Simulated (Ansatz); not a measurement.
**LaAlO$_{3}$ (space group R-3c, No. 167)**

```yaml
crystal:
  lattice:
    - [2.67671, 1.54540, 4.34943]
    - [-2.67671, 1.54540, 4.34943]
    - [0.00000, -3.09080, 4.34943]
  atoms:
    - { symbol: La, position: [0.25000, 0.25000, 0.25000] }
    - { symbol: La, position: [0.75000, 0.75000, 0.75000] }
    - { symbol: Al, position: [0.00000, 0.00000, 0.00000] }
    - { symbol: Al, position: [0.50000, 0.50000, 0.50000] }
    - { symbol: O, position: [0.78603, 0.71397, 0.25000] }
    - { symbol: O, position: [0.25000, 0.78603, 0.71397] }
    - { symbol: O, position: [0.71397, 0.25000, 0.78603] }
    - { symbol: O, position: [0.21397, 0.28603, 0.75000] }
    - { symbol: O, position: [0.75000, 0.21397, 0.28603] }
    - { symbol: O, position: [0.28603, 0.75000, 0.21397] }
```

All numbers come from DFT with PBEsol, PAW potentials and a 420 eV plane-wave cutoff in Ansatz (a first-principles code), scalar-relativistic without spin-orbit coupling. Settings: 8×8×8 k-points, 0.05 eV Fermi–Dirac smearing.

| Quantity | Value |
|---|---|
| Volume per atom | 10.80 Å³ |
| Density | 6.58 g/cm³ |
| Band gap | 3.94 eV, indirect, F → Γ |
| Lowest conduction-band minima above the VBM | Γ 3.94 eV |
| Total energy | -1675.535 eV/atom (σ→0; compares only within this code and set-up) |

Whether these cells are dynamically stable was not tested.
